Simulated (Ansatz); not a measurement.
**BaTiO3: relaxation of cell and atoms with PBEsol+U**

The system is BaTiO3.

```xyz
10
Lattice="-2.8277 -1.6326 -2.3177 2.8277 -4.8977 0.0000 -2.8277 -1.6326 4.6355" Properties=species:S:1:pos:R:3 pbc="T T T"
Ba    0.0173   -6.4883    4.4750
Ba   -2.8449   -4.9396    0.1605
Ti   -0.0507   -6.4912    1.1667
Ti    0.0507   -3.3041   -0.9720
O    -2.9184   -3.1975    2.1689
O     0.0907   -4.8993   -0.0148
O    -1.2876   -5.6890    2.2893
O    -1.4829   -2.5067   -0.1352
O    -4.0760   -2.5422   -0.0739
O     1.1912   -2.3885   -0.0897
```

| Quantity | Value |
| --- | --- |
| Program | Ansatz 0.2.0 |
| Task | relaxation of cell and atoms |
| Functional | PBEsol |
| Potentials or basis | Ansatz PAW |
| Cutoff | 420 eV (not typed: the program's choice for these potentials) |
| k mesh | 7 × 5 × 5 |
| Occupations | fermi-dirac, width 0.05 eV |
| Spin | no spin polarisation |
| Hubbard terms | Ti d U = 1 eV |
| Hubbard projectors | ortho-atomic (the default) |
| Double counting | fll (the default) |

```
Relaxed volume                         : 12.68 Å³/atom
Relaxed cell                           : a = 3.987 Å, b = 5.634 Å, c = 5.645 Å, α = 90.00°, β = 90.15°, γ = 90.00°
Space group after relaxing (to 0.05 Å) : R3m (No. 160)
Energy gained by relaxing              : 95.0 meV/atom
Ionic steps                            : 9
Pressure after relaxing                : 0.0 GPa
Band gap on the k mesh                 : 2.32 eV, indirect (least direct gap 2.37 eV)
```

The path:
| step | energy change (eV) | largest force (eV/Å) | volume (Å³) |
| --- | --- | --- | --- |
| 1 | 0.0000 | 3.2019 | 128.39 |
| 2 | -0.6478 | 1.8030 | 129.03 |
| 3 | -0.9476 | 0.1223 | 126.64 |
| 4 | -0.9541 | 0.0749 | 126.70 |
| 5 | -0.9553 | 0.0194 | 126.90 |
| 6 | -0.9555 | 0.0009 | 126.89 |
| 7 | -0.9503 | 0.0009 | 126.89 |
| 8 | -0.9506 | 0.0006 | 126.82 |
| 9 | -0.9503 | 0.0006 | 126.82 |

Final structure:
```
Ba Ti O
1.0
    -2.81660   -1.62616   -2.30628
     2.81715   -4.87954    0.00008
    -2.81726   -1.62666    4.61371
Ba Ti O
2 2 6
Direct
  0.99872 0.00001 0.00136
  0.99872 0.50001 0.50136
  0.48895 0.00002 0.51125
  0.48896 0.50002 0.01125
  0.50934 0.24715 0.73775
  0.50934 0.74714 0.23776
  0.50935 0.75284 0.73776
  0.50935 0.25283 0.23776
  0.01493 0.00000 0.49057
  0.01494 0.49999 0.99057
```

Levels at points of the mesh, in eV from the valence-band top:
| k point | band 37 | band 38 | band 39 | band 40 | band 41 | band 42 | band 43 | band 44 |
| --- | --- | --- | --- | --- | --- | --- | --- | --- |
| (0.00, 0.00, 0.00) | -0.37 | -0.27 | -0.27 | -0.04 | 2.32 | 2.32 | 2.45 | 3.91 |

Eigenvalues of the final occupation matrices:
```csv
site,spin,trace,eigenvalues
site 1,1,1.18,0.20 0.20 0.20 0.29 0.29
site 2,1,1.18,0.20 0.20 0.20 0.29 0.29
```

It took 3.2 min on 4 threads of Arm Neoverse V2, on a shared host, peak memory 1 GiB.

Caveat: odd divisions of the mesh miss points on the zone boundary, where band edges often lie, so the gap on the mesh can be too wide; the plane-wave basis is chosen anew once the cell has moved, so the energies of steps on either side of that aren't comparable; the pressure holds a Pulay correction of +0.6 GPa for the finite cutoff; spin-orbit coupling is left out, which moves the levels of the heavy elements; the PAW data sets come from PBE, with cores solved anew for the run's functional, which leaves a small shift of forces and pressure. A k mesh can miss the band edges.
